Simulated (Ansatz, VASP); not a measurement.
**BeTe: VASP beside Ansatz**

Contents of INCAR:

```
SYSTEM = BeTe
  ALGO = Normal
  EDIFF = 1E-7
  ENCUT = 520
  GGA = PE
  ISIF = 2
  ISMEAR = -1
  LASPH = .True.
  LCHARG = .False.
  LREAL = .False.
  LWAVE = .False.
  NBANDS = 11
  NELM = 100
  PREC = Accurate
  SIGMA = 0.05
```

File KPOINTS:

```
k-points
0
Gamma
  9 9 9
  0 0 0
```

The input POSCAR:

```
BeTe
1.0
    0.0000000000      2.6623208003      2.6623208003
    2.6623208003      0.0000000000      2.6623208003
    2.6623208003      2.6623208003      0.0000000000
Be Te
1 1
Direct
    0.5000000000      0.5000000000      0.5000000000
    0.0000000000      0.0000000000      0.0000000000
```

input.yaml

```yaml
crystal:
  lattice:
    - [0.0, 2.6623208003, 2.6623208003]
    - [2.6623208003, 0.0, 2.6623208003]
    - [2.6623208003, 2.6623208003, 0.0]
  atoms:
    - { symbol: Be, position: [0.5, 0.5, 0.5] }
    - { symbol: Te, position: [0.0, 0.0, 0.0] }
hamiltonian:
  xc: pbe
  pseudopotentials: { kind: paw }
kpoints:
  mp_grid: { grid: [9, 9, 9] }
scf:
  occupations: { method: fermi_dirac, width: 0.05 }
output:
  forces: true
  stress: true
  eigenvalues: true
```

Change from the starting cell: volume scaled by 0.98.

Alike in both runs: task single point; functional PBE; k mesh 9 × 9 × 9; occupations fermi-dirac, width 0.05 eV; no spin polarisation.

|  | VASP | Ansatz |
| --- | --- | --- |
| version | VASP 6.6.1 | Ansatz 0.2.0 |
| potentials or method | VASP PAW PBE potentials, release 64 (Be, Te) | Ansatz PAW |
| plane-wave cutoff (eV) | 520 | 420 |
| valence electrons in the cell | 8 | 18 |

```tsv
	VASP	Ansatz	Ansatz less VASP
gap on the k mesh at the Fermi level (eV)	none	none	-
pressure (GPa)	1.4	1.3	-0.08
```

A gap of «none» marks a metal or a gap that the smearing closes. The two sets of potentials don't hold the same shells in valence.

Spin-orbit coupling is left out, which matters for the levels of Te.
